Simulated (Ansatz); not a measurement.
Relaxed (110) slab cut from TaN (space group P-6m2 (No. 187)); the slab's formula is TaN, its outer planes TaN (top) and TaN (bottom):

```
CELL_PARAMETERS angstrom
2.87073 0.00000 0.00000
0.00000 5.06450 0.00000
0.00000 0.00000 25.23396
ATOMIC_POSITIONS crystal
Ta 0.50000 0.18669 0.30070
N 0.00000 0.47485 0.30348
Ta 0.50000 0.66572 0.35375
N 0.00000 0.99782 0.35463
Ta 0.50000 0.16800 0.41311
N 0.00000 0.50342 0.41329
Ta 0.50000 0.66894 0.47076
N 0.00000 0.00122 0.47125
Ta 0.50000 0.16894 0.52924
N 0.00000 0.50122 0.52875
Ta 0.50000 0.66800 0.58689
N 0.00000 0.00342 0.58671
Ta 0.50000 0.16572 0.64625
N 0.00000 0.49782 0.64537
Ta 0.50000 0.68669 0.69930
N 0.00000 0.97485 0.69652
```

All numbers below come from DFT PBEsol, scalar-relativistic, plane waves, PAW in Ansatz 0.2.0. Settings: cutoff 420 eV, Γ-centred mesh 12×7×1 on the computed 16-atom cell, Gaussian smearing of 0.10 eV; no spin polarisation. A dipole correction removes the field between periodic images along c.

The potential is the smooth part; its values at the atoms depend on the PAW datasets.

(1) How does the plane-averaged electrostatic potential energy of an electron run along c, counted from the Fermi level?

Spin-orbit coupling is left out, which matters for the bands of heavy elements.

Results:

(1) (z (Å), V (eV)): (2.80, 4.49), (3.08, 4.49), (3.36, 4.49), (3.64, 4.49), (3.93, 4.48), (4.21, 4.47), (4.49, 4.46), (4.77, 4.43), (5.05, 4.38), (5.33, 4.28), (5.61, 4.09), (5.89, 3.72), (6.17, 3.04), (6.45, 1.75), (6.73, -0.81), (7.01, -5.07), (7.29, -11.15), (7.57, -15.33), (7.85, -14.80), (8.13, -11.83), (8.41, -11.51), (8.69, -14.70), (8.97, -16.08), (9.25, -13.16), (9.53, -9.22), (9.81, -8.98), (10.09, -12.75), (10.37, -15.79), (10.65, -14.40), (10.93, -10.45), (11.22, -9.03), (11.50, -12.09), (11.78, -15.60), (12.06, -15.05), (12.34, -11.11), (12.62, -8.74), (12.90, -11.11), (13.18, -15.05), (13.46, -15.60), (13.74, -12.09), (14.02, -9.03), (14.30, -10.45), (14.58, -14.40), (14.86, -15.79), (15.14, -12.75), (15.42, -8.98), (15.70, -9.22), (15.98, -13.16), (16.26, -16.08), (16.54, -14.70), (16.82, -11.51), (17.10, -11.83), (17.38, -14.80), (17.66, -15.33), (17.94, -11.15), (18.22, -5.07), (18.50, -0.81), (18.79, 1.75), (19.07, 3.04), (19.35, 3.72), (19.63, 4.09), (19.91, 4.28), (20.19, 4.38), (20.47, 4.43), (20.75, 4.46), (21.03, 4.47), (21.31, 4.48), (21.59, 4.49), (21.87, 4.49), (22.15, 4.49), (22.43, 4.49)

The vacuum level lies 4.49 eV above the Fermi level.

The reference crystal is a form of TaN, which isn't its usual structure.

Cost: 1 run of about 13 core-minutes, on Intel Xeon Platinum 8488C (Sapphire Rapids) (shared hosts).